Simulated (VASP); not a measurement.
# Cu10N in VASP: a series of runs

Runs on Cu10N. Level: rev-vdW-DF2. Tasks: relaxation of the atoms, single point.

All numbers are computed with VASP 6.6.1; they aren't measurements. Logs are shortened: lines on timing, memory, paths and dates and some standing lists are left out, and cuts for length are marked.

## Step 1: The structure

The cell holds a slab with vacuum, 11 atoms: a = 3.607 Å, b = 3.607 Å, c = 26.214 Å, α = 90.00°, β = 90.00°, γ = 90.00°.

## Step 2: Relaxation of the atoms, rev-vdW-DF2

Contents of INCAR:

```
SYSTEM = Cu10N
PREC = Normal ; ENCUT = 450
EDIFF = 1E-6 ; ISMEAR = 1
SIGMA = 0.1 ; LREAL = Auto
LASPH = .True. ; NELM = 80
ALGO = Normal ; ISIF = 2
LWAVE = .False. ; LCHARG = .False.
LDIPOL = .True. ; IDIPOL = 3
DIPOL = 0.5 0.5 0.480 ; GGA = MK
LUSE_VDW = .True. ; AGGAC = 0.0
PARAM1 = 0.1234 ; PARAM2 = 0.711357
ZAB_VDW = -1.8867 ; IBRION = 2
NSW = 90 ; EDIFFG = -0.03
KPAR = 4
```

Contents of KPOINTS:

```
Automatic mesh
0
Gamma
  8 8 1
  0 0 0
```

Contents of POSCAR:

```
Cu10N
1.0
    3.6070720000      0.0000000000      0.0000000000
    0.0000000000      3.6070720000      0.0000000000
    0.0000000000      0.0000000000     26.2141440000
Cu N
10 1
Selective dynamics
Direct
    0.0000000000      0.5000000000      0.3242524300  F F F
    0.5000000000      0.0000000000      0.3242524300  F F F
    0.5000000000      0.5000000000      0.3930525400  F F F
    0.0000000000      0.0000000000      0.3930525400  F F F
    0.0000000000      0.5000000000      0.4618526500  T T T
    0.5000000000      0.0000000000      0.4618526500  T T T
    0.5000000000      0.5000000000      0.5306527700  T T T
    0.0000000000      0.0000000000      0.5306527700  T T T
    0.0000000000      0.5000000000      0.5994528800  T T T
    0.5000000000      0.0000000000      0.5994528800  T T T
    0.7500000000      0.2500000000      0.6597256800  T T T
```

Potentials or basis: VASP PAW PBE potentials, release 64 (Cu, N).

Started as:

```console
cat potpaw_PBE.64/Cu/POTCAR potpaw_PBE.64/N/POTCAR > POTCAR
mpirun -np 4 vasp_std > vasp.out
```

OUTCAR:

```text
SYSTEM = Cu10N
   PREC = Normal
   ENCUT = 450
   EDIFF = 1E-6
   ISMEAR = 1
   LREAL = Auto
   LASPH = .True.
   NELM = 80
   ISIF = 2
   GGA = MK
   IBRION = 2
   NSW = 90
   EDIFFG = -0.03

 ion  position               nearest neighbor table
   1  0.000  0.500  0.324-   3 2.55   4 2.55   4 2.55   3 2.55   2 2.55   2 2.55   2 2.55   2 2.55

   2  0.500  0.000  0.324-   3 2.55   4 2.55   3 2.55   4 2.55   1 2.55   1 2.55   1 2.55   1 2.55

   3  0.500  0.500  0.393-   1 2.55   2 2.55   5 2.55   6 2.55   2 2.55   6 2.55   1 2.55   5 2.55
                             4 2.55   4 2.55   4 2.55   4 2.55
   4  0.000  0.000  0.393-   1 2.55   2 2.55   5 2.55   6 2.55   1 2.55   5 2.55   2 2.55   6 2.55
                             3 2.55   3 2.55   3 2.55   3 2.55
   5  0.000  0.500  0.462-   3 2.55   4 2.55   4 2.55   3 2.55   6 2.55   6 2.55   6 2.55   6 2.55
                             7 2.55   8 2.55   7 2.55   8 2.55
   6  0.500  0.000  0.462-   3 2.55   4 2.55   3 2.55   4 2.55   5 2.55   5 2.55   5 2.55   5 2.55
                             7 2.55   8 2.55   8 2.55   7 2.55
   7  0.500  0.500  0.531-   9 2.55  10 2.55  10 2.55   9 2.55   8 2.55   8 2.55   8 2.55   8 2.55
                             5 2.55   6 2.55   6 2.55   5 2.55
   8  0.000  0.000  0.531-   9 2.55  10 2.55   9 2.55  10 2.55   7 2.55   7 2.55   7 2.55   7 2.55
                             6 2.55   5 2.55   6 2.55   5 2.55
   9  0.000  0.500  0.599-  11 2.03   8 2.55   7 2.55   8 2.55   7 2.55  10 2.55  10 2.55  10 2.55
                            10 2.55
  10  0.500  0.000  0.599-  11 2.03   8 2.55   7 2.55   7 2.55   8 2.55   9 2.55   9 2.55   9 2.55
                             9 2.55
  11  0.750  0.250  0.660-   9 2.03  10 2.03

  LATTYP: Found a simple tetragonal cell.
 ALAT       =     3.6070720000
 C/A-ratio  =     7.2674302038

  Lattice vectors:

 A1 = (   3.6070720000,   0.0000000000,   0.0000000000)
 A2 = (   0.0000000000,   3.6070720000,   0.0000000000)
 A3 = (   0.0000000000,   0.0000000000,  26.2141440000)

Analysis of symmetry for initial positions (statically):
=====================================================================
 Subroutine PRICEL returns:
 Original cell was already a primitive cell.

 Routine SETGRP: Setting up the symmetry group for a
 simple tetragonal supercell.

 Subroutine GETGRP returns: Found  4 space group operations
 (whereof  2 operations were pure point group operations)
 out of a pool of 16 trial point group operations.

The static configuration has the point symmetry C_1h.
 The point group associated with its full space group is C_2v.

Analysis of symmetry for dynamics (positions and initial velocities):
=====================================================================
 Subroutine PRICEL returns:
 Original cell was already a primitive cell.

 Routine SETGRP: Setting up the symmetry group for a
 simple tetragonal supercell.

 Subroutine GETGRP returns: Found  4 space group operations
 (whereof  2 operations were pure point group operations)
 out of a pool of 16 trial point group operations.

The dynamic configuration has the point symmetry C_1h.
 The point group associated with its full space group is C_2v.

Analysis of constrained symmetry for selective dynamics:
=====================================================================
 Subroutine PRICEL returns:
 Original cell was already a primitive cell.

 Routine SETGRP: Setting up the symmetry group for a
 simple tetragonal supercell.

 Subroutine GETGRP returns: Found  4 space group operations
 (whereof  2 operations were pure point group operations)
 out of a pool of 16 trial point group operations.

The constrained configuration has the point symmetry C_1h.
 The point group associated with its full space group is C_2v.

 Subroutine INISYM returns: Found  4 space group operations
 (whereof  2 operations are pure point group operations),
 and found     1 'primitive' translations

----------------------------------------------------------------------------------------

                                     Primitive cell

  volume of cell :     341.0714

  direct lattice vectors                    reciprocal lattice vectors
     3.607072000  0.000000000  0.000000000     0.277233169  0.000000000  0.000000000
[... 63 lines left out ...]
  0.250000  0.000000  0.000000      4.000000
  0.375000  0.000000  0.000000      4.000000
  0.500000  0.000000  0.000000      2.000000
  0.125000  0.125000  0.000000      2.000000
[... 13 lines left out ...]
  0.500000  0.375000  0.000000      4.000000
  0.500000  0.500000  0.000000      1.000000
   k-points           NKPTS =     21   k-points in BZ     NKDIM =     21   number of bands    NBANDS=     69
   number of dos      NEDOS =    301   number of ions     NIONS =     11
   total plane-waves  NPLWV =  56000
   dimension x,y,z NGX =    20 NGY =   20 NGZ =  140
   dimension x,y,z NGXF=    40 NGYF=   40 NGZF=  280
   ions per type =              10   1
   NGX,Y,Z   is equivalent  to a cutoff of   9.22,  9.22,  8.88 a.u.
   NGXF,Y,Z  is equivalent  to a cutoff of  18.44, 18.44, 17.76 a.u.
 SYSTEM =  Cu10N
   PREC   = normal    normal or accurate (medium, high low for compatibility)
   ISTART =      0    job   : 0-new  1-cont  2-samecut
   ICHARG =      2    charge: 1-file 2-atom 10-const
   ISPIN  =      1    spin polarized calculation?
   LNONCOLLINEAR =      F non collinear calculations
   LSORBIT =      F    spin-orbit coupling
   LASPH  =      T    aspherical Exc in radial PAW
   ENCUT  =  450.0 eV  33.07 Ry    5.75 a.u.   6.24  6.24 45.34*2*pi/ulx,y,z
   NELM   =     80;   NELMIN=  2; NELMDL= -5     # of ELM steps
   EDIFF  = 0.1E-05   stopping-criterion for ELM
   LREAL  =      T    real-space projection
   EDIFFG = -.3E-01   stopping-criterion for IOM
   NSW    =     90    number of steps for IOM
   IBRION =      2    ionic relax: 0-MD 1-quasi-New 2-CG
   NFREE  =      1    steps in history (QN), initial steepest desc. (CG)
   ISIF   =      2    stress and relaxation
   ISYM   =      2    0-nonsym 1-usesym 2-fastsym
   POTIM  = 0.5000    time-step for ionic-motion
   TEBEG  =    0.0;   TEEND  =   0.0 temperature during run
   PSTRESS=    0.0 pullay stress
   NELECT =     115.0000    total number of electrons
   NUPDOWN=      -1.0000    fix difference up-down
   EMIN   =  10.00;   EMAX   =-10.00  energy-range for DOS
   EFERMI =   0.00;   METHOD = LEGACY
   ISMEAR =     1;   SIGMA  =   0.10  broadening in eV -4-tet -1-fermi 0-gaus
   EFERMI_NEDOS =   21; number of points for ismear=-14 and -15
   IALGO  =     38    algorithm
   IMIX   =      4    mixing-type and parameters
     AMIX     =   0.40;   BMIX     =  1.00
     AMIX_MAG =   1.60;   BMIX_MAG =  1.00
  volume/ion in A,a.u.               =      31.01       209.24
  Fermi-wavevector in a.u.,A,eV,Ry     =   1.139442  2.153234 17.664836  1.298329
  Thomas-Fermi vector in A             =   2.276146
   LORBIT       =      0    0 simple, 1 ext, 2 COOP (PROOUT), +10 PAW based schemes
   GGA     = MK    functional components
   LHFCALC =     F    Hartree Fock is set to
   AEXX    =    0.0000 exact exchange contribution
   IVDW_NL    =     1    kernel type
   BPARAM     = 6.3000
   IVDW    =     0    specifies the selected vdW correction
   LEPSILON=     F    determine dielectric tensor
   LRPA    =     F    only Hartree local field effects (RPA)
 conjugate gradient relaxation of ions
 non-spin polarized calculation
 Methfessel and Paxton  Order N= 1 SIGMA  =   0.10
  energy-cutoff  :      450.00
  volume of cell :      341.07
 maximum number of plane-waves:      7427
   NGX = 13   NGY = 13   NGZ = 91

 dipolmoment           0.000000      0.000000     -0.139802 electrons x Angstroem

--------------------------------------- Ionic step        1  -------------------------------------------

 number of electron     115.0000119 magnetization

 Free energy of the ion-electron system (eV)
  ---------------------------------------------------
  ext. energy  EPLUGINS =         0.00000000
  ---------------------------------------------------
  free energy    TOTEN  =       -13.16998581 eV

  energy without entropy =      -13.16625895  energy(sigma->0) =      -13.16874353

------------------------ aborting loop because EDIFF is reached ----------------------------------------

  FORCE on cell =-STRESS in cart. coord.  units (eV):
  Direction    XX          YY          ZZ          XY          YZ          ZX
  --------------------------------------------------------------------------------------
  -------------------------------------------------------------------------------------
  Total       -4.4083869     -4.4083869     -6.3407014     -0.5925791     -0.0000000      0.0000000
  in kB      -20.7083255    -20.7083255    -29.7853411     -2.7836304     -0.0000000      0.0000000
  external PRESSURE =     -23.7339974 kB  Pullay stress =       0.0000000 kB
[... 124 lines left out ...]
  energy  without entropy=      -13.8020268267  energy(sigma->0) =      -13.80184535

Total vdW correction in eV:     20.9882732

 vacuum level on the upper side and lower side of the slab       (xc-potential included)        -0.269        -2.522

[... ionic steps 4 to 21 ...]

--------------------------------------- Ionic step       22  -------------------------------------------

 number of electron     115.0000028 magnetization

------------------------ aborting loop because EDIFF is reached ----------------------------------------
[... 89 lines left out ...]
--------------------------------------- Ionic step       24  -------------------------------------------

 number of electron     115.0000051 magnetization

 dipolmoment           0.000000      0.000000      0.165552 electrons x Angstroem

 Free energy of the ion-electron system (eV)
  ---------------------------------------------------
  ext. energy  EPLUGINS =         0.00000000
  ---------------------------------------------------
  free energy    TOTEN  =       -13.94166766 eV

  energy without entropy =      -13.94343211  energy(sigma->0) =      -13.94225581

 E-fermi :  -1.0261     XC(G=0):  -5.8165

 val. band max:       -1.0322941927   @ k =   0.3750   0.2500   0.0000
 cond. band min:      -1.0126477127   @ k =  -0.1250   0.3750   0.0000
 fundamental gap:      0.0196464800
 Fermi energy:        -1.0261108937

 k-point     1 :       0.0000    0.0000    0.0000
  band No.  band energies     occupation
      1     -14.9748      2.00000
      2      -9.9634      2.00000
      3      -8.6932      2.00000
      4      -7.0133      2.00000
      5      -6.0712      2.00000
      6      -6.0406      2.00000
[... 1501 lines left out ...]
     68       4.0417      0.00000
     69       4.2615      0.00000

------------------------ aborting loop because EDIFF is reached ----------------------------------------

 vacuum level on the upper side and lower side of the slab       (xc-potential included)         0.691        -1.547

  FORCE on cell =-STRESS in cart. coord.  units (eV):
  Direction    XX          YY          ZZ          XY          YZ          ZX
  --------------------------------------------------------------------------------------
  -------------------------------------------------------------------------------------
  Total       -1.7922488     -1.7922488     -1.2805740      1.5423865      0.0000000      0.0000000
  in kB       -8.4190595     -8.4190595     -6.0154757      7.2453355      0.0000000      0.0000000
  external PRESSURE =      -7.6178649 kB  Pullay stress =       0.0000000 kB
[... 30 lines left out ...]
  energy  without entropy=      -13.9434321130  energy(sigma->0) =      -13.94225581

Total vdW correction in eV:     20.9261109

 reached required accuracy - stopping structural energy minimisation

 vacuum level on the upper side and lower side of the slab         5.616         3.264
```

It took 60 min on 4 MPI ranks of Intel Xeon Platinum 8259CL at 2.50GHz (Skylake/Cascade Lake), shared host; peak memory 0.71 GiB.

What came out:

| Item | Value |
| --- | --- |
| Free energy | -13.9417 eV |
| Energy gained by relaxing | 70.2 meV/atom |
| Ionic steps | 24 |
| Band gap on the k mesh | none (metal or under the smearing width) |

Step by step:
```csv
step,energy change (eV),largest force (eV/Å),pressure (GPa)
1,0.0000,3.2921,-2.37
2,-0.6040,1.2801,-1.67
3,-0.6318,0.8908,-1.32
4,-0.6319,0.8267,-1.38
5,-0.7029,0.5101,-1.38
6,-0.7506,0.2563,-1.30
7,-0.7522,0.2594,-1.32
8,-0.7596,0.2047,-1.18
9,-0.7599,0.2508,-1.12
10,-0.7646,0.1769,-1.13
11,-0.7650,0.1767,-1.14
12,-0.7650,0.1767,-1.11
13,-0.7660,0.1767,-1.11
14,-0.7668,0.1776,-1.07
15,-0.7674,0.1770,-1.05
16,-0.7675,0.1767,-1.05
17,-0.7678,0.1768,-1.03
18,-0.7688,0.1772,-0.98
19,-0.7701,0.1764,-0.90
20,-0.7702,0.1761,-0.73
21,-0.7706,0.1771,-0.82
22,-0.7712,0.1763,-0.80
23,-0.7713,0.1763,-0.79
24,-0.7717,0.1791,-0.76
```

Final structure:
```
CELL_PARAMETERS angstrom
3.60707 0.00000 0.00000
0.00000 3.60707 0.00000
0.00000 0.00000 26.21414
ATOMIC_POSITIONS crystal
Cu 0.00000 0.50000 0.32425
Cu 0.50000 0.00000 0.32425
Cu 0.50000 0.50000 0.39305
Cu 0.00000 0.00000 0.39305
Cu 0.00023 0.50023 0.46166
Cu 0.49977 0.99977 0.46166
Cu 0.49898 0.50102 0.53044
Cu 0.00102 0.99898 0.53044
Cu 0.01289 0.51289 0.60024
Cu 0.48711 0.98711 0.60024
N 0.75000 0.25000 0.64451
```

Levels at points of the mesh, in eV from the Fermi level:
```csv
k point,band 55,band 56,band 57,band 58,band 59,band 60
"(0.00, 0.00, 0.00)",-1.18,-0.27,0.09,0.32,0.57,2.21
"(0.50, 0.00, 0.00)",-1.47,-1.21,-0.65,-0.15,0.32,0.70
"(0.50, 0.50, 0.00)",-0.64,-0.56,-0.49,-0.47,-0.32,-0.31
```

Caveat: the cutoff is under 1.25 times the usual one of these potentials, so pressure, stress and relaxed cells hold a basis-set (Pulay) error; the PAW data sets were made with another functional, which shifts forces and pressure a little; the run has no spin polarisation, though such a crystal can be magnetic.

(Part 1 of 2 ends here.)
